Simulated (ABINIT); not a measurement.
# AlN (P6_3mc): G0W0 in ABINIT against the bands in the self-energy

Aim: move the bands in the self-energy of a G0W0 run on AlN (P6_3mc) over a wide range.

Calculated with ABINIT 10.8.3; PBE and many-body steps on it, plane waves.

The database entry behind the starting cell differs from later determinations by our own check (inner coordinate u about 0.002 short), so it need not match the best structure at ambient conditions.

### 1. The structure

The structure is hexagonal, space group P6_3mc (No. 186). The conventional cell has a = 3.113 Å, b = 3.113 Å, c = 4.981 Å, α = 90.00°, β = 90.00°, γ = 120.00°. Nearest to Al lie 4 N at 1.89 Å. Nearest to N lie 4 Al at 1.89 Å. Farther neighbours and most contacts between anions are not listed.

The cell and positions come from the Crystallography Open Database and are kept as given unless a step says otherwise.

### 2. Screening, 6×6×4 mesh, 276 bands, screening to 272.1 eV

This step: ABINIT 10.8.3; RPA screening on PBE, plane waves, norm-conserving pseudopotentials.

The RPA dielectric matrix is built and inverted for each q.

File run.abi:

```
acell 3*1.0 Angstrom
rprim 
  3.113000000011 -0.000000000003 0.000000000000
  -1.556500000003 2.695937081992 0.000000000000
  0.000000000000 0.000000000000 4.981000000000
ntypat 2
znucl 13 7
natom 4
typat 1 1 2 2
xred 
  0.333333333333 0.666666666667 0.000000000000
  0.666666666667 0.333333333333 0.500000000000
  0.333333333333 0.666666666667 0.380000000000
  0.666666666667 0.333333333333 0.880000000000
pp_dirpath "pseudos"
pseudos "Al.upf, N.upf"
ecut 36
ngkpt 6 6 4
nshiftk 1
shiftk 0 0 0
kptopt 1
chksymbreak 0
istwfk *1
occopt 1
irdwfk 1
optdriver 3
nband 276
ecuteps 10
inclvkb 2
awtr 1
symchi 1
indata_prefix "in"
outdata_prefix "out"
tmpdata_prefix "tmp"
```

Launch:

```bash
$ OMP_NUM_THREADS=1 mpirun -n 4 abinit run.abi > log
```

What it wrote:

```text
.Version 10.8.3 of ABINIT. v10.8.2 released Aug 2026.

 Symmetries : space group P6_3 m c (#186); Bravais hP (primitive hexag.)
[... echo of the input left out ...]
== DATASET  1 ==================================================================
-   mpi_nproc: 4, omp_nthreads: 1 (-1 if OMP is not activated)

--- !DatasetInfo
iteration_state: {dtset: 1, }
dimensions: {natom: 4, nkpt: 21, mband: 276, nsppol: 1, nspinor: 1, nspden: 1, mpw: 2934, }
cutoff_energies: {ecut:  36.0, pawecutdg:  -1.0, }
electrons: {nelect:   1.60000000E+01, charge:   0.00000000E+00, occopt:   1.00000000E+00, tsmear:   1.00000000E-02, }

 SCREENING: Calculation of the susceptibility and dielectric matrices

 Based on a program developped by R.W. Godby, V. Olevano, G. Onida, and L. Reining.
 Incorporated in ABINIT by V. Olevano, G.-M. Rignanese, and M. Torrent.
.Using double precision arithmetic ; gwpc =  8

[... cell and pseudopotentials left out ...]
--------------------------------------------------------------------------------

 ==== K-mesh for the wavefunctions ====
 Number of points in the irreducible wedge :    21
[... list of points left out ...]
 Together with 12 symmetry operations and time-reversal symmetry
 yields   144 points in the full Brillouin Zone.

 ==== Q-mesh for the screening function ====
 Number of points in the irreducible wedge :    21
[... list of points left out ...]
 Together with 12 symmetry operations and time-reversal symmetry
 yields   144 points in the full Brillouin Zone.

 setmesh: FFT mesh size selected  =    24x   24x   40
          total number of points  =        23040

 vcoul_init : cutoff-mode = AUXILIARY_FUNCTION
 q-points for optical limit:   1
     1)      0.000010    0.000020    0.000030

- screening: taking advantage of time-reversal symmetry
- Maximum band index for partially occupied states nbvw = 8
- Remaining bands to be divided among processors   nbcw = 268
- Number of bands treated by each node ~67

 Number of electrons calculated from density =   16.0000; Expected =   16.0000
 average of density, n =  0.056718
 r_s =    1.6146
 omega_plasma =   22.9728 [eV]

 calculating chi0 at frequencies [eV] :
  1    0.000000E+00    0.000000E+00
  2    0.000000E+00    2.297283E+01

--------------------------------------------------------------------------------
  q-point number  1        q = ( 0.000000, 0.000000, 0.000000) [r.l.u.]
--------------------------------------------------------------------------------
[... chi0 elements left out ...]
 For q-point:  0.000010 0.000020 0.000030
  dielectric constant =   4.2132
  dielectric constant without local fields =   4.6429

  Average fulfillment of the sum rule on Im[epsilon] for q-point    1 :     94.26  [%]
[... wings left out ...]
  q-point number  2        q = ( 0.166667, 0.000000, 0.000000) [r.l.u.]
--------------------------------------------------------------------------------
[... chi0 elements left out ...]
  Average fulfillment of the sum rule on Im[epsilon] for q-point    2 :     97.05  [%]

 [... 19 further q-points ...]
```

The job ended after 11 min (4 MPI ranks of Intel Xeon Platinum 8375C at 2.90GHz (Ice Lake), shared host; peak memory 3 GiB).

Numbers from this step:

| Quantity | Value |
| --- | --- |
| ε∞ with local fields, on this mesh, along the program's q direction | 4.213 |
| the same without local fields | 4.643 |
| plasma frequency | 22.97 eV |
| plane waves in the screening matrix | 403 |

Local fields lower ε∞ by 9 %.

### 3. 16 bands

This step: G0W0 on PBE, plane waves, norm-conserving pseudopotentials.

run.abi: that of step 2 with these lines changed.

```diff
@@ -25,8 +25,15 @@
 irdwfk 1
-optdriver 3
-nband 276
+optdriver 4
+nband 16
+gwcalctyp 0
+ecutsigx 36
+symsigma 1
+nkptgw 1
+kptgw 
+  0.0000000000 0.0000000000 0.0000000000
+bdgw 
+  6 10
 ecuteps 10
-inclvkb 2
-awtr 1
-symchi 1
+irdscr 1
+ppmodel 1
 indata_prefix "in"
```

What it wrote:

```text
.Version 10.8.3 of ABINIT. v10.8.2 released Aug 2026.

 Symmetries : space group P6_3 m c (#186); Bravais hP (primitive hexag.)
[... echo of the input left out ...]
== DATASET  1 ==================================================================
-   mpi_nproc: 4, omp_nthreads: 1 (-1 if OMP is not activated)

--- !DatasetInfo
iteration_state: {dtset: 1, }
dimensions: {natom: 4, nkpt: 21, mband: 16, nsppol: 1, nspinor: 1, nspden: 1, mpw: 2934, }
cutoff_energies: {ecut:  36.0, pawecutdg:  -1.0, }
electrons: {nelect:   1.60000000E+01, charge:   0.00000000E+00, occopt:   1.00000000E+00, tsmear:   1.00000000E-02, }

 SIGMA: Calculation of the GW corrections

 Based on a program developped by R.W. Godby, V. Olevano, G. Onida, and L. Reining.
 Incorporated in ABINIT by V. Olevano, G.-M. Rignanese, and M. Torrent.
.Using double precision arithmetic ; gwpc =  8

[... cell and pseudopotentials left out ...]
--------------------------------------------------------------------------------

 ==== K-mesh for the wavefunctions ====
 Number of points in the irreducible wedge :    21
[... list of points left out ...]
 Together with 12 symmetry operations and time-reversal symmetry
 yields   144 points in the full Brillouin Zone.

 ==== Q-mesh for screening function ====
 Number of points in the irreducible wedge :    21
[... list of points left out ...]
 Together with 12 symmetry operations and time-reversal symmetry
 yields   144 points in the full Brillouin Zone.

 vcoul_init : cutoff-mode = AUXILIARY_FUNCTION
 q-points for optical limit:   1
     1)      0.000010    0.000020    0.000030
 setmesh: FFT mesh size selected  =    27x   27x   54
          total number of points  =        39366

 Number of electrons calculated from density =   16.0000; Expected =   16.0000
 average of density, n =  0.056718
 r_s =    1.6146
 omega_plasma =   22.9728 [eV]

 === KS Band Gaps ===
  >>>> For spin  1
   Minimum direct gap =   4.2205 [eV], located at k-point      :   0.0000  0.0000  0.0000
   Fundamental gap    =   4.2205 [eV], Top of valence bands at :   0.0000  0.0000  0.0000
                                       Bottom of conduction at :   0.0000  0.0000  0.0000
 SIGMA fundamental parameters:
 PLASMON POLE MODEL  1
 number of plane-waves for SigmaX                 2863
 number of plane-waves for SigmaC and W            403
 number of plane-waves for wavefunctions          2863
 number of bands                                    16
 number of independent spin polarizations            1
 number of spinorial components                      1
 number of k-points in IBZ                          21
 number of q-points in IBZ                          21
 number of symmetry operations                      12
 number of k-points in BZ                          144
 number of q-points in BZ                          144
 number of frequencies for dSigma/dE                 9
 frequency step for dSigma/dE [eV]                0.25
 number of omega for Sigma on real axis              0
 max omega for Sigma on real axis  [eV]           0.00
 zcut for avoiding poles [eV]                     0.10

 EPSILON^-1 parameters (SCR file):
 dimension of the eps^-1 matrix on file            403
 dimension of the eps^-1 matrix used               403
 number of plane-waves for wavefunctions          2863
 number of bands                                   276
 number of q-points in IBZ                          21
 number of frequencies                               2
 number of real frequencies                          1
 number of imag frequencies                          1

 matrix elements of self-energy operator (all in [eV])

 Perturbative Calculation

--- !SelfEnergy_ee
iteration_state: {dtset: 1, }
kpoint     : [   0.000,    0.000,    0.000, ]
spin       : 1
KS_gap     :    4.220
QP_gap     :    5.303
Delta_QP_KS:    1.082
data: !SigmaeeData |
     Band     E0 <VxcDFT>   SigX SigC(E0)      Z dSigC/dE  Sig(E)    E-E0       E
        6   5.135 -16.968 -20.992   4.673   0.802  -0.247 -16.447   0.521   5.655
        7   5.135 -16.968 -20.992   4.673   0.802  -0.247 -16.447   0.521   5.655
        8   5.314 -17.078 -21.024   4.678   0.802  -0.246 -16.490   0.587   5.902
        9   9.535 -12.527  -8.048  -2.472   0.832  -0.201 -10.857   1.670  11.205
       10  11.990 -10.836  -5.799  -2.698   0.849  -0.177  -8.850   1.986  13.976

== END DATASET(S) ==============================================================
================================================================================

 -outvars: echo values of variables after computation  --------
           etotal      0.0000000000E+00
            nband          16
             nkpt          21
          spgroup         186
 [... the other variables as echoed above ...]

 Calculation completed.
```

The job ended after 7.4 s (4 MPI ranks; peak memory 1.3 GiB).

This step gave:

- G0W0 gap on the points computed: 5.303 eV
- starting gap on the mesh: 4.220 eV
- k of the valence top: 0, 0, 0
- k of the conduction bottom: 0, 0, 0
- Z at the valence top: 0.802
- Z at the conduction bottom: 0.832
- least direct G0W0 gap on the computed points: 5.303 eV

### 4. 32 bands

run.abi: that of step 3 with these lines changed.

```diff
@@ -26,3 +26,3 @@
 optdriver 4
-nband 16
+nband 32
 gwcalctyp 0
```

What it wrote:

```text
.Version 10.8.3 of ABINIT. v10.8.2 released Aug 2026.

 Symmetries : space group P6_3 m c (#186); Bravais hP (primitive hexag.)
[... echo of the input left out ...]
== DATASET  1 ==================================================================
-   mpi_nproc: 4, omp_nthreads: 1 (-1 if OMP is not activated)

--- !DatasetInfo
iteration_state: {dtset: 1, }
dimensions: {natom: 4, nkpt: 21, mband: 32, nsppol: 1, nspinor: 1, nspden: 1, mpw: 2934, }
cutoff_energies: {ecut:  36.0, pawecutdg:  -1.0, }
electrons: {nelect:   1.60000000E+01, charge:   0.00000000E+00, occopt:   1.00000000E+00, tsmear:   1.00000000E-02, }

 SIGMA: Calculation of the GW corrections

 Based on a program developped by R.W. Godby, V. Olevano, G. Onida, and L. Reining.
 Incorporated in ABINIT by V. Olevano, G.-M. Rignanese, and M. Torrent.
.Using double precision arithmetic ; gwpc =  8

[... cell and pseudopotentials left out ...]
--------------------------------------------------------------------------------

 ==== K-mesh for the wavefunctions ====
 Number of points in the irreducible wedge :    21
[... list of points left out ...]
 Together with 12 symmetry operations and time-reversal symmetry
 yields   144 points in the full Brillouin Zone.

 ==== Q-mesh for screening function ====
 Number of points in the irreducible wedge :    21
[... list of points left out ...]
 Together with 12 symmetry operations and time-reversal symmetry
 yields   144 points in the full Brillouin Zone.

 vcoul_init : cutoff-mode = AUXILIARY_FUNCTION
 q-points for optical limit:   1
     1)      0.000010    0.000020    0.000030
 setmesh: FFT mesh size selected  =    27x   27x   54
          total number of points  =        39366

 Number of electrons calculated from density =   16.0000; Expected =   16.0000
[...]
number of q-points in IBZ                          21
 number of symmetry operations                      12
 number of k-points in BZ                          144
 number of q-points in BZ                          144
 number of frequencies for dSigma/dE                 9
 frequency step for dSigma/dE [eV]                0.25
 number of omega for Sigma on real axis              0
 max omega for Sigma on real axis  [eV]           0.00
 zcut for avoiding poles [eV]                     0.10

 EPSILON^-1 parameters (SCR file):
 dimension of the eps^-1 matrix on file            403
 dimension of the eps^-1 matrix used               403
 number of plane-waves for wavefunctions          2863
 number of bands                                   276
 number of q-points in IBZ                          21
 number of frequencies                               2
 number of real frequencies                          1
 number of imag frequencies                          1

 matrix elements of self-energy operator (all in [eV])

 Perturbative Calculation

--- !SelfEnergy_ee
iteration_state: {dtset: 1, }
kpoint     : [   0.000,    0.000,    0.000, ]
spin       : 1
KS_gap     :    4.220
QP_gap     :    5.342
Delta_QP_KS:    1.121
data: !SigmaeeData |
     Band     E0 <VxcDFT>   SigX SigC(E0)      Z dSigC/dE  Sig(E)    E-E0       E
        6   5.135 -16.968 -20.992   3.894   0.793  -0.262 -17.071  -0.103   5.032
        7   5.135 -16.968 -20.992   3.894   0.793  -0.262 -17.071  -0.103   5.032
        8   5.314 -17.078 -21.024   3.862   0.793  -0.262 -17.144  -0.067   5.248
        9   9.535 -12.527  -8.048  -3.195   0.821  -0.217 -11.473   1.054  10.589
       10  11.990 -10.836  -5.799  -3.691   0.832  -0.202  -9.717   1.119  13.109

== END DATASET(S) ==============================================================
================================================================================

 -outvars: echo values of variables after computation  --------
           etotal      0.0000000000E+00
            nband          32
             nkpt          21
          spgroup         186
 [... the other variables as echoed above ...]

 Calculation completed.
```

Wall time 9.8 s (4 MPI ranks); peak memory 1.4 GiB; 38 s of CPU time.

Numbers from this step:

- G0W0 gap on the points computed: 5.341 eV
- starting gap on the mesh: 4.220 eV
- k of the valence top: 0, 0, 0
- k of the conduction bottom: 0, 0, 0
- Z at the valence top: 0.793
- Z at the conduction bottom: 0.821
- least direct G0W0 gap on the computed points: 5.341 eV

(Part 1 of 2 ends here.)

[Paths, hosts, dates, memory and timing lines, banners, echoed tables and standing remarks are left out of the program output.]

[Logs are printed without paths, hosts, clocks, repeated set-up lines and the standing remarks that a program may print on its own settings, such as how far it seeks lower states.]

[Runs of the session that timed out or met a known fault of the program may be left out.]

[Hosts, paths, dates, database ids (printed as entryN), source tags and the programs' standing remarks are cut or masked in the printed files.]

[G0W0 gaps are taken among the corrected bands and points alone; a level outside them can change the order at an edge.]

[Where Ansatz stands beside ABINIT at settings called matched, ABINIT's density can come from a denser mesh and the files from another edition; pairs whose starting gaps differed by over 0.03 eV were left out, so agreement reads better than it is.]
